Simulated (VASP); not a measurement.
# SiNi (Pnma) in VASP: a series of runs, part 4 of 4

VASP 6.6.1. Earlier steps stand in the parts before.

### Step 5. Relaxation of cell and atoms, PBE

This run uses another cell than the first one, of 12.21 Å³/atom, 1.010 times its volume.

INCAR

```
SYSTEM = SiNi
PREC = Accurate
ENCUT = 600
EDIFF = 1E-7
ISMEAR = 1
SIGMA = 0.1
LREAL = .False.
LASPH = .True.
NELM = 80
ALGO = Normal
ISIF = 3
LWAVE = .False.
LCHARG = .False.
GGA = PE
IBRION = 2
NSW = 90
EDIFFG = -0.005
KPAR = 4
```

KPOINTS

```
Automatic mesh
0
Gamma
  8 12 8
  0 0 0
```

POSCAR

```
SiNi                                    
1.0
    5.1494048597     -0.0000000000      0.0000000000
   -0.0000000000      3.3811176053      0.0000000000
    0.0000000000      0.0000000000      5.6122944565
  Si              Ni            
     4     4
Direct
     0.3208909155869607    0.7500000000000000    0.0847739854370817
     0.1791090844130392    0.2500000000000000    0.5847739854370816
     0.8208909155869606    0.7500000000000000    0.4152260145629183
     0.6791090844130394    0.2500000000000000    0.9152260145629184
     0.0084808556868073    0.2500000000000000    0.1886003609630057
     0.4915191443131928    0.7500000000000000    0.6886003609630056
     0.5084808556868075    0.2500000000000000    0.3113996390369943
     0.9915191443131925    0.7500000000000000    0.8113996390369944
```

Potentials or basis: VASP PAW PBE potentials, release 64 (Si, Ni).

Command:

```bash
$ cat potpaw_PBE.64/Si/POTCAR potpaw_PBE.64/Ni/POTCAR > POTCAR
$ mpirun -np 4 vasp_std > vasp.out
```

OUTCAR:

```text
SYSTEM = SiNi
   PREC = Accurate
   ENCUT = 600
   EDIFF = 1E-7
   ISMEAR = 1
   LREAL = .False.
   LASPH = .True.
   NELM = 80
   ISIF = 3
   GGA = PE
   IBRION = 2
   NSW = 90
   EDIFFG = -0.005

 ion  position               nearest neighbor table
   1  0.321  0.750  0.085-   8 2.29   7 2.33   7 2.33   6 2.39   5 2.41   5 2.41   4 2.68   4 2.68

   2  0.179  0.250  0.585-   7 2.29   8 2.33   8 2.33   5 2.39   6 2.41   6 2.41   3 2.68   3 2.68

   3  0.821  0.750  0.415-   6 2.29   5 2.33   5 2.33   8 2.39   7 2.41   7 2.41   2 2.68   2 2.68

   4  0.679  0.250  0.915-   5 2.29   6 2.33   6 2.33   7 2.39   8 2.41   8 2.41   1 2.68   1 2.68

   5  0.008  0.250  0.189-   4 2.29   3 2.33   3 2.33   2 2.39   1 2.41   1 2.41   7 2.67   7 2.67
                             8 2.71   8 2.71
   6  0.492  0.750  0.689-   3 2.29   4 2.33   4 2.33   1 2.39   2 2.41   2 2.41   8 2.67   8 2.67
                             7 2.71   7 2.71
   7  0.508  0.250  0.311-   2 2.29   1 2.33   1 2.33   4 2.39   3 2.41   3 2.41   5 2.67   5 2.67
                             6 2.71   6 2.71
   8  0.992  0.750  0.811-   1 2.29   2 2.33   2 2.33   3 2.39   4 2.41   4 2.41   6 2.67   6 2.67
                             5 2.71   5 2.71

  LATTYP: Found a simple orthorhombic cell.
 ALAT       =     3.3811176053
 B/A-ratio  =     1.5229889820
 C/A-ratio  =     1.6598932991

  Lattice vectors:

 A1 = (   0.0000000000,  -3.3811176053,   0.0000000000)
 A2 = (   5.1494048597,   0.0000000000,   0.0000000000)
 A3 = (   0.0000000000,   0.0000000000,   5.6122944565)

Analysis of symmetry for initial positions (statically):
=====================================================================
 Subroutine PRICEL returns:
 Original cell was already a primitive cell.

 Routine SETGRP: Setting up the symmetry group for a
 simple orthorhombic supercell.

 Subroutine GETGRP returns: Found  8 space group operations
 (whereof  2 operations were pure point group operations)
 out of a pool of  8 trial point group operations.

The static configuration has the point symmetry S_2 .
 The point group associated with its full space group is D_2h.

Analysis of symmetry for dynamics (positions and initial velocities):
=====================================================================
 Subroutine PRICEL returns:
 Original cell was already a primitive cell.

 Routine SETGRP: Setting up the symmetry group for a
 simple orthorhombic supercell.

 Subroutine GETGRP returns: Found  8 space group operations
 (whereof  2 operations were pure point group operations)
 out of a pool of  8 trial point group operations.

The dynamic configuration has the point symmetry S_2 .
 The point group associated with its full space group is D_2h.

 Subroutine INISYM returns: Found  8 space group operations
 (whereof  2 operations are pure point group operations),
 and found     1 'primitive' translations

----------------------------------------------------------------------------------------

                                     Primitive cell

  volume of cell :      97.7142

  direct lattice vectors                    reciprocal lattice vectors
     5.149404860  0.000000000  0.000000000     0.194197199  0.000000000  0.000000000
     0.000000000  3.381117605  0.000000000     0.000000000  0.295760194  0.000000000
     0.000000000  0.000000000  5.612294456     0.000000000  0.000000000  0.178180245
[... 75 lines left out ...]
  0.250000  0.333333  0.000000      4.000000
  0.375000  0.333333  0.000000      4.000000
 [... further k-points ...]
   k-points           NKPTS =    175   k-points in BZ     NKDIM =    175   number of bands    NBANDS=     33
   number of dos      NEDOS =    301   number of ions     NIONS =      8
   total plane-waves  NPLWV =  56448
   dimension x,y,z NGX =    42 NGY =   28 NGZ =   48
   dimension x,y,z NGXF=    84 NGYF=   56 NGZF=   96
   ions per type =               4   4
   NGX,Y,Z   is equivalent  to a cutoff of  13.56, 13.77, 14.22 a.u.
   NGXF,Y,Z  is equivalent  to a cutoff of  27.12, 27.53, 28.44 a.u.
 SYSTEM =  SiNi
   PREC   = accura    normal or accurate (medium, high low for compatibility)
   ISTART =      0    job   : 0-new  1-cont  2-samecut
   ICHARG =      2    charge: 1-file 2-atom 10-const
   ISPIN  =      1    spin polarized calculation?
   LNONCOLLINEAR =      F non collinear calculations
   LSORBIT =      F    spin-orbit coupling
   LASPH  =      T    aspherical Exc in radial PAW
   ENCUT  =  600.0 eV  44.10 Ry    6.64 a.u.  10.28  6.75 11.21*2*pi/ulx,y,z
   NELM   =     80;   NELMIN=  2; NELMDL= -5     # of ELM steps
   EDIFF  = 0.1E-06   stopping-criterion for ELM
   LREAL  =      F    real-space projection
   EDIFFG = -.5E-02   stopping-criterion for IOM
   NSW    =     90    number of steps for IOM
   IBRION =      2    ionic relax: 0-MD 1-quasi-New 2-CG
   NFREE  =      1    steps in history (QN), initial steepest desc. (CG)
   ISIF   =      3    stress and relaxation
   ISYM   =      2    0-nonsym 1-usesym 2-fastsym
   POTIM  = 0.5000    time-step for ionic-motion
   TEBEG  =    0.0;   TEEND  =   0.0 temperature during run
   PSTRESS=    0.0 pullay stress
   NELECT =      56.0000    total number of electrons
   NUPDOWN=      -1.0000    fix difference up-down
   EMIN   =  10.00;   EMAX   =-10.00  energy-range for DOS
   EFERMI =   0.00;   METHOD = LEGACY
   ISMEAR =     1;   SIGMA  =   0.10  broadening in eV -4-tet -1-fermi 0-gaus
   EFERMI_NEDOS =   21; number of points for ismear=-14 and -15
   IALGO  =     38    algorithm
   IMIX   =      4    mixing-type and parameters
     AMIX     =   0.40;   BMIX     =  1.00
     AMIX_MAG =   1.60;   BMIX_MAG =  1.00
  volume/ion in A,a.u.               =      12.21        82.43
  Fermi-wavevector in a.u.,A,eV,Ry     =   1.359831  2.569708 25.159080  1.849140
  Thomas-Fermi vector in A             =   2.486545
   LORBIT       =      0    0 simple, 1 ext, 2 COOP (PROOUT), +10 PAW based schemes
   GGA     = PE    functional components
   LHFCALC =     F    Hartree Fock is set to
   AEXX    =    0.0000 exact exchange contribution
   IVDW    =     0    specifies the selected vdW correction
   LEPSILON=     F    determine dielectric tensor
   LRPA    =     F    only Hartree local field effects (RPA)
 conjugate gradient relaxation of ions
 non-spin polarized calculation
 Methfessel and Paxton  Order N= 1 SIGMA  =   0.10
  energy-cutoff  :      600.00
  volume of cell :       97.71
 maximum number of plane-waves:      3288
 NGX is ok and might be reduce to    42
   NGX = 21   NGY = 13   NGZ = 23

--------------------------------------- Ionic step        1  -------------------------------------------

 number of electron      56.0000012 magnetization

 Free energy of the ion-electron system (eV)
  ---------------------------------------------------
  ext. energy  EPLUGINS =         0.00000000
  ---------------------------------------------------
  free energy    TOTEN  =       -47.59941153 eV

  energy without entropy =      -47.59911514  energy(sigma->0) =      -47.59931274

------------------------ aborting loop because EDIFF is reached ----------------------------------------

  FORCE on cell =-STRESS in cart. coord.  units (eV):
  Direction    XX          YY          ZZ          XY          YZ          ZX
  --------------------------------------------------------------------------------------
  -------------------------------------------------------------------------------------
  Total       -0.0072531      0.0663159      0.0588778      0.0000000      0.0000000      0.0000000
  in kB       -0.1189256      1.0873530      0.9653939      0.0000000      0.0000000      0.0000000
  external PRESSURE =       0.6446071 kB  Pullay stress =       0.0000000 kB
[... 113 lines left out ...]
--------------------------------------- Ionic step        4  -------------------------------------------

 number of electron      56.0000012 magnetization

 Free energy of the ion-electron system (eV)
  ---------------------------------------------------
  ext. energy  EPLUGINS =         0.00000000
  ---------------------------------------------------
  free energy    TOTEN  =       -47.59944970 eV

  energy without entropy =      -47.59920923  energy(sigma->0) =      -47.59936954

 E-fermi :  10.2984     XC(G=0): -12.1682

 val. band max:       10.2787347129   @ k =   0.0000   0.4167   0.2500
 cond. band min:      10.3123727217   @ k =   0.2500   0.4167   0.2500
 fundamental gap:      0.0336380089
 Fermi energy:        10.2983884792

 k-point     1 :       0.0000    0.0000    0.0000
  band No.  band energies     occupation
      1      -2.6156      2.00000
      2       0.7293      2.00000
      3       1.9799      2.00000
      4       2.5797      2.00000
      5       3.8668      2.00000
      6       4.3424      2.00000
[... 853 lines left out ...]
     32      11.9094     -0.00000
     33      12.7947      0.00000

 [... further k-points ...]
[... 5 lines left out ...]
  --------------------------------------------------------------------------------------
  -------------------------------------------------------------------------------------
  Total       -0.0172308     -0.0175571     -0.0178858      0.0000000      0.0000000      0.0000000
  in kB       -0.2824083     -0.2877566     -0.2931435      0.0000000      0.0000000      0.0000000
  external PRESSURE =      -0.2877695 kB  Pullay stress =       0.0000000 kB
[... 23 lines left out ...]
  FREE ENERGIE OF THE ION-ELECTRON SYSTEM (eV)
  ---------------------------------------------------
  free  energy   TOTEN  =       -47.5994497037 eV

  energy  without entropy=      -47.5992092267  energy(sigma->0) =      -47.59936954

 reached required accuracy - stopping structural energy minimisation
```

Wall time 6.8 min (4 MPI ranks of Intel Xeon Platinum 8259CL at 2.50GHz (Skylake/Cascade Lake), shared host); peak memory 0.63 GiB.

Results:

- Free energy: -47.5994 eV
- Relaxed volume: 12.22 Å³/atom
- Relaxed cell: a = 5.148 Å, b = 3.382 Å, c = 5.614 Å, α = 90.00°, β = 90.00°, γ = 90.00°
- Space group after relaxing (to 0.05 Å): Pnma (No. 62)
- Energy gained by relaxing: 0.0 meV/atom
- Ionic steps: 4
- Pressure after relaxing: 0.0 GPa
- Band gap on the k mesh: none (metal or under the smearing width)

Forces on the atoms (eV/Å):
```
Si   0.002  0.000  0.000
Si  -0.002  0.000  0.000
Si   0.002  0.000  0.000
Si  -0.002  0.000  0.000
Ni   0.001  0.000  0.000
Ni  -0.001  0.000  0.000
Ni   0.001  0.000  0.000
Ni  -0.001  0.000  0.000
```

Final structure:
```
Si Ni
1.0
     5.14789    0.00000    0.00000
     0.00000    3.38244    0.00000
     0.00000    0.00000    5.61408
Si Ni
4 4
Cartesian
  1.6525 2.5368 0.4756
  0.9214 0.8456 3.2826
  4.2264 2.5368 2.3315
  3.4954 0.8456 5.1385
  0.0438 0.8456 1.0588
  2.5302 2.5368 3.8658
  2.6177 0.8456 1.7483
  5.1041 2.5368 4.5553
```

Levels at points of the mesh, in eV from the Fermi level:
```csv
k point,band 26,band 27,band 28,band 29,band 30,band 31
"(0.00, 0.00, 0.00)",-1.16,-1.13,-0.93,0.64,1.24,3.29
"(0.50, 0.00, 0.00)",-1.83,1.04,1.04,1.06,1.06,3.61
"(0.00, 0.50, 0.00)",-1.88,-1.39,-1.39,-0.60,-0.60,1.97
"(0.50, 0.50, 0.00)",-1.67,-1.67,-1.67,0.44,0.44,0.44
"(0.00, 0.00, 0.50)",-1.41,-0.24,-0.24,0.89,0.89,3.20
"(0.50, 0.00, 0.50)",-1.00,0.77,0.77,2.27,2.27,2.71
"(0.00, 0.50, 0.50)",-1.95,-1.68,-1.68,0.17,0.17,1.26
"(0.50, 0.50, 0.50)",-1.87,-1.87,-1.87,2.51,2.51,2.51
```

Spin polarisation is off, so any magnetic state and its effect on volume and gap are missing.

### Step 6. Relaxation of cell and atoms, PBEsol

INCAR

```
SYSTEM = SiNi
  ALGO = Normal
  EDIFF = 1E-6
  EDIFFG = -0.01
  ENCUT = 600
  GGA = PS
  IBRION = 2
  ISIF = 3
  ISMEAR = 1
  KPAR = 4
  LASPH = .True.
  LCHARG = .False.
  LREAL = .False.
  LWAVE = .False.
  NELM = 80
  NSW = 90
  PREC = Accurate
  SIGMA = 0.1
```

KPOINTS

```
k-points
0
Gamma
  8 12 8
  0 0 0
```

POSCAR

```
SiNi
1.0
    5.1731000000      0.0000000000      0.0000000000
    0.0000000000      3.3381000000      0.0000000000
    0.0000000000      0.0000000000      5.6049000000
Si Ni
4 4
Direct
    0.3212800000      0.7500000000      0.0825000000
    0.1787200000      0.2500000000      0.5825000000
    0.8212800000      0.7500000000      0.4175000000
    0.6787200000      0.2500000000      0.9175000000
    0.0077900000      0.2500000000      0.1875200000
    0.4922100000      0.7500000000      0.6875200000
    0.5077900000      0.2500000000      0.3124800000
    0.9922100000      0.7500000000      0.8124800000
```

Potentials or basis: VASP PAW PBE potentials, release 64 (Si, Ni).

Command:

```bash
$ cat potpaw_PBE.64/Si/POTCAR potpaw_PBE.64/Ni/POTCAR > POTCAR
$ mpirun -np 4 vasp_std > vasp.out
```

Run time: 21 min. Hardware: 4 MPI ranks of Intel Xeon 6975P-C (Granite Rapids), shared host; peak memory 0.62 GiB.

Results (log left out):

```
Free energy                            : -52.2667 eV
Relaxed volume                         : 11.81 Å³/atom
Relaxed cell                           : a = 5.088 Å, b = 3.364 Å, c = 5.521 Å, α = 90.00°, β = 90.00°, γ = 90.00°
Space group after relaxing (to 0.05 Å) : Pnma (No. 62)
Energy gained by relaxing              : 5.0 meV/atom
Ionic steps                            : 12
Pressure after relaxing                : -0.1 GPa
Largest force after relaxing           : 0.007 eV/Å
Band gap on the k mesh                 : none (metal or under the smearing width)
```

Forces on the atoms (eV/Å):
```
Si  -0.001  0.000  0.000
Si   0.001  0.000  0.000
Si  -0.001  0.000  0.000
Si   0.001  0.000  0.000
Ni   0.003  0.000 -0.006
Ni  -0.003  0.000 -0.006
Ni   0.003  0.000  0.006
Ni  -0.003  0.000  0.006
```

Stress tensor (GPa, compression positive):
```
-0.12  0.00  0.00
 0.00 -0.02  0.00
 0.00  0.00 -0.03
```

Step by step:
```csv
step,energy change (eV),largest force (eV/Å),pressure (GPa),volume (Å³)
1,0.0000,0.0836,-4.18,96.79
2,0.0011,0.1136,4.80,92.43
3,-0.0301,0.0743,0.08,94.59
4,-0.0325,0.0602,0.10,94.58
5,-0.0366,0.0588,0.01,94.54
6,-0.0368,0.0692,0.03,94.53
7,-0.0384,0.0485,-0.06,94.55
8,-0.0390,0.0503,-0.11,94.56
9,-0.0396,0.0327,0.07,94.46
10,-0.0397,0.0228,0.24,94.37
11,-0.0399,0.0072,-0.13,94.56
12,-0.0399,0.0071,-0.06,94.50
```

Final structure:
```xyz
8
Lattice="5.0884 0.0000 0.0000 0.0000 3.3636 0.0000 0.0000 0.0000 5.5215" Properties=species:S:1:pos:R:3 pbc="T T T"
Si    1.6340    2.5227    0.4811
Si    0.9102    0.8409    3.2418
Si    4.1782    2.5227    2.2797
Si    3.4544    0.8409    5.0404
Ni    0.0484    0.8409    1.0350
Ni    2.4957    2.5227    3.7958
Ni    2.5926    0.8409    1.7257
Ni    5.0399    2.5227    4.4865
```

Levels at points of the mesh, in eV from the Fermi level:
| k point | band 24 | band 25 | band 26 | band 27 | band 28 | band 29 | band 30 | band 31 | band 32 | band 33 |
| --- | --- | --- | --- | --- | --- | --- | --- | --- | --- | --- |
| (0.00, 0.00, 0.00) | -2.04 | -1.80 | -1.33 | -1.16 | -0.94 | 0.66 | 1.38 | 3.35 | 3.80 | 3.98 |
| (0.50, 0.00, 0.00) | -2.08 | -1.89 | -1.89 | 0.98 | 0.98 | 1.10 | 1.10 | 3.69 | 3.69 | 4.69 |
| (0.00, 0.50, 0.00) | -2.22 | -1.99 | -1.99 | -1.45 | -1.45 | -0.61 | -0.61 | 2.07 | 2.07 | 2.60 |
| (0.50, 0.50, 0.00) | -2.17 | -1.76 | -1.76 | -1.76 | -1.76 | 0.50 | 0.50 | 0.50 | 0.50 | 4.35 |
| (0.00, 0.00, 0.50) | -2.15 | -1.41 | -1.41 | -0.20 | -0.20 | 0.83 | 0.83 | 3.35 | 3.35 | 4.43 |
| (0.50, 0.00, 0.50) | -2.13 | -0.97 | -0.97 | 0.84 | 0.84 | 2.31 | 2.31 | 2.63 | 2.63 | 2.96 |
| (0.00, 0.50, 0.50) | -2.10 | -2.07 | -2.07 | -1.74 | -1.74 | 0.19 | 0.19 | 1.37 | 1.37 | 2.40 |
| (0.50, 0.50, 0.50) | -2.27 | -1.96 | -1.96 | -1.96 | -1.96 | 2.66 | 2.66 | 2.66 | 2.66 | 3.62 |

Caveat: the PAW data sets were made with another functional, which shifts forces and pressure a little.

### Step 7. The runs side by side

```csv
level,potentials or basis,gap on the mesh (eV),pressure (GPa),relaxed volume (Å³/atom)
LDA,"VASP PAW LDA potentials, release 64 (Si, Ni)",none,0.0,11.53
PBE,"VASP PAW PBE potentials, release 64 (Si, Ni)",none,0.0,12.22
PBEsol,"VASP PAW PBE potentials, release 64 (Si, Ni)",none,-0.1,11.81
```

Alike in all rows: task relaxation of cell and atoms; no spin polarisation; cell relaxed; k mesh 8 × 12 × 8; cutoff (eV) 600; smearing methfessel-paxton 0.1 eV.

Caveats: the PAW data sets were made with another functional, which shifts forces and pressure a little (some runs).

Total energies depend on the potentials used, so only differences within one code and one set of settings carry meaning.
